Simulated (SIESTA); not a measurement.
Mg under changes of volume

One of the cells (22.731 Å³/atom); the others are scaled copies at fixed shape and fractional positions:

```
CELL_PARAMETERS angstrom
-1.78451 1.78451 1.78451
1.78451 -1.78451 1.78451
1.78451 1.78451 -1.78451
ATOMIC_POSITIONS crystal
Mg 0.00000 0.00000 0.00000
```

This isn't the form of Mg at room conditions, which is hcp.

```yaml
Program: SIESTA 5.4.2
Functional: PBE
Potentials_or_basis: PseudoDojo 0.4 standard (PBE files)
Basis: DZP (energy shift 0.002 Ry)
Grid_cutoff: 800 Ry
Energy_shift: 0.002 Ry
k_mesh: 11 × 11 × 11
Occupations: fermi-dirac, width 0.05 eV
Spin: no spin polarisation
```

| volume (Å³/atom) | energy over the lowest point (meV/atom) | pressure (GPa) |
| --- | --- | --- |
| 20.948 | 52.30 | 6.1 |
| 21.394 | ? | ? |
| 21.839 | 24.58 | 3.9 |
| 22.731 | 7.89 | 2.2 |
| 23.176 | 2.97 | 1.4 |
| 23.622 | 0.00 | 0.8 |

Task: What does the run at 21.394 Å³/atom give?

Result: Energy over the lowest point 36.91 meV/atom; pressure 5.0 GPa.

Worked out: A Birch-Murnaghan fit of order 3 (a polynomial in V^(-2/3)) to the other rows has its minimum at 24.19 Å³/atom, just outside them, with B0 = V·E''(V) = 29 GPa and B' = 5.2. It gives 36.88 meV/atom at 21.394 Å³/atom, against the run's 36.91, and -dE/dV = 5.0 GPa, against 5.0.

Energies are extrapolated to zero smearing.

Caveats: semicore shells carry a single zeta, which can move pressures by several GPa and volumes by a few percent; the basis of atomic orbitals isn't converged, which shifts pressures, moduli and gaps.
